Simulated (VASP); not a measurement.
A run of VASP 6.6.1:

The input INCAR:

```
SYSTEM = SiO
PREC     = Accurate       ! precision mode
ENCUT    = 520            ! plane-wave cutoff, eV
EDIFF    = 1E-8           ! SCF threshold, eV
ISMEAR   = 0              ! smearing method
SIGMA    = 0.02           ! smearing width, eV
LREAL    = .False.        ! projectors in reciprocal space
LASPH    = .True.         ! aspherical terms in the spheres
NELM     = 60             ! most SCF steps
ALGO     = Fast           ! electronic algorithm
ISIF     = 2              ! what is computed and relaxed
LWAVE    = .False.        ! write WAVECAR
LCHARG   = .False.        ! write CHGCAR
GGA      = PS             ! functional
LEFG     = .True.
```

Contents of KPOINTS:

```
Automatic mesh
0
Gamma
  9 9 9
  0 0 0
```

Contents of POSCAR:

```
SiO
1.0
    0.0000000000      2.4336400000      2.4336400000
    2.4336400000      0.0000000000      2.4336400000
    2.4336400000      2.4336400000      0.0000000000
Si O
1 1
Direct
    0.7500000000      0.7500000000      0.7500000000
    0.0000000000      0.0000000000      0.0000000000
```

Potentials or basis: VASP PAW PBE potentials, release 64 (Si, O).

The run is started by

```sh
$ cat potpaw_PBE.64/Si/POTCAR potpaw_PBE.64/O/POTCAR > POTCAR
$ mpirun -np 1 vasp_std > vasp.out
```

Hardware: 1 thread of AMD EPYC 7R43 64-Core Processor (Zen 3), on a shared host.

Q: Estimate the wall time of this run.

A: It took 19 s on 1 thread of AMD EPYC 7R43 64-Core Processor (Zen 3) (shared host), peak memory 0.11 GiB. Counts: scf iterations 17, k points 35.
